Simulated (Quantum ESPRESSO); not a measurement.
# ZrC under changes of volume

One of the cells (13.174 Å³/atom); the others are scaled copies at fixed shape and fractional positions:

```
Zr C
1.0
     3.39148    0.00000    0.00000
    -1.69574    2.93710    0.00000
     0.00000    0.00000    5.29005
Zr C
2 2
Direct
  0.66667 0.33333 0.75000
  0.33333 0.66667 0.25000
  0.00000 0.00000 0.50000
  0.00000 0.00000 0.00000
```

The cell comes from a database or a generator and needn't be the stable form of this composition.

```yaml
Program: Quantum ESPRESSO 7.5
Functional: r2SCAN
Potentials_or_basis: SG15 PBE 1.2
Cutoff: 1197 eV
Density_cutoff: 4789 eV
k_mesh: 6 × 6 × 4
Occupations: fermi-dirac, width 0.05 eV
Spin: no spin polarisation
```

```tsv
volume (Å³/atom)	energy over the lowest point (meV/atom)	pressure (GPa)
12.383	?	?
12.647	7.79	7.3
12.910	0.00	2.2
13.174	0.13	-2.4
13.437	7.42	-6.5
13.701	21.17	-10.2
13.964	40.75	-13.6
```

What does the run at 12.383 Å³/atom give?

Energy over the lowest point 24.36 meV/atom; pressure 12.9 GPa.

Worked out: A Birch-Murnaghan fit of order 3 (a polynomial in V^(-2/3)) to the other rows has its minimum at 13.04 Å³/atom with B0 = V·E''(V) = 227 GPa and B' = 4.0 at fixed shape and positions, which overstates the stiffness. It gives 24.40 meV/atom at 12.383 Å³/atom, against the run's 24.36, and -dE/dV = 12.9 GPa, against 12.9.

Energies are extrapolated to zero smearing.

Caveats: some runs use coarse meshes; the potentials were made for another functional, which shifts forces and pressure.
